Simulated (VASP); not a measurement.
Write the native input for VASP 6.6.1 that does the following.

```yaml
Task: relaxation of cell and atoms
Functional: PBE
Potentials_or_basis: VASP PAW PBE potentials, release 64 (W)
Cutoff: 300 eV
k_mesh: 8 × 8 × 8
Occupations: methfessel-paxton, width 0.1 eV
Spin: no spin polarisation
Further_INCAR_settings: ALGO = Normal; EDIFF = 1e-07; IBRION = 2; EDIFFG = -0.005; NSW = 90; ISIF = 3
```

The structure of W lies in POSCAR:

```
W                                       
1.0
   -1.5849070619      1.5849070619      1.5849070619
    1.5849070619     -1.5849070619      1.5849070619
    1.5849070619      1.5849070619     -1.5849070619
  W             
     1
Direct
     0.0000000000000000    0.0000000000000000    0.0000000000000000
```

These files were run (other wordings do the same):

INCAR

```
SYSTEM = W
  ALGO = Normal
  EDIFF = 1E-7
  EDIFFG = -0.005
  ENCUT = 300
  GGA = PE
  IBRION = 2
  ISIF = 3
  ISMEAR = 1
  LASPH = .TRUE.
  LCHARG = .FALSE.
  LREAL = .FALSE.
  LWAVE = .FALSE.
  NELM = 80
  NSW = 90
  PREC = Accurate
  SIGMA = 0.1
```

KPOINTS

```
k-points
0
G
  8 8 8
  0 0 0
```

Potentials or basis: VASP PAW PBE potentials, release 64 (W).

Command:

```bash
$ cat potpaw_PBE.64/W/POTCAR > POTCAR
$ mpirun -np 1 vasp_std > vasp.out
```

It gave:

```json
{"Pressure after relaxing": "0.0 GPa", "Band gap on the k mesh": "none (metal or under the smearing width)"}
```

Caveat: the relaxation stopped at its first step, so nothing moved.

It took 2.5 s on 1 thread of Intel(R) Xeon(R) Platinum 8259CL CPU @ 2.50GHz (Skylake/Cascade Lake) (shared host), peak memory 0.11 GiB.
